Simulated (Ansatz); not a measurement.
A plane-wave DFT run in Ansatz 0.2.0 (scalar-relativistic PAW potentials unless the input names others): input and command.

```yaml
crystal:
  lattice:
    - [2.5253507535, 0.0, 0.0]
    - [-1.2626753768, 2.187017906, 0.0]
    - [0.0, 0.0, 6.318348036]
  atoms:
    - { symbol: B, position: [0.3333333333, 0.6666666667, 0.25] }
    - { symbol: B, position: [0.6666666667, 0.3333333333, 0.75] }
    - { symbol: "N", position: [0.3333333333, 0.6666666667, 0.75] }
    - { symbol: "N", position: [0.6666666667, 0.3333333333, 0.25] }
basis:
  ecutwfc: 420
kpoints:
  mp_grid: { grid: [12, 12, 4] }
hamiltonian:
  xc: pbe
scf:
  occupations: { method: gaussian, width: 0.02 }
  max_iter: 100
output:
  forces: true
  eigenvalues: true
  stress: true
magnetization:
  spin_polarized: "yes please"
```

```bash
ansatz run input.yaml --threads 1 --pin off --max-ram 1331MiB --backend cpu --events-out ev --progress --plain --runs-dir out
```

Problem. What will the program do with this input?

Solution. The program refuses it, because of a value of the wrong type (magnetization.spin_polarized: not typed → "yes please"). Without that key it is accepted.

Abridged log:
```
Error: YAML parse error: error: line 25 column 19: invalid boolean (strict mode expects true/false)
  --> <input>:25:19
   |
23 |   stress: true
24 | magnetization:
25 |   spin_polarized: "yes please"
   |                   ^ invalid boolean (strict mode expects true/false)
```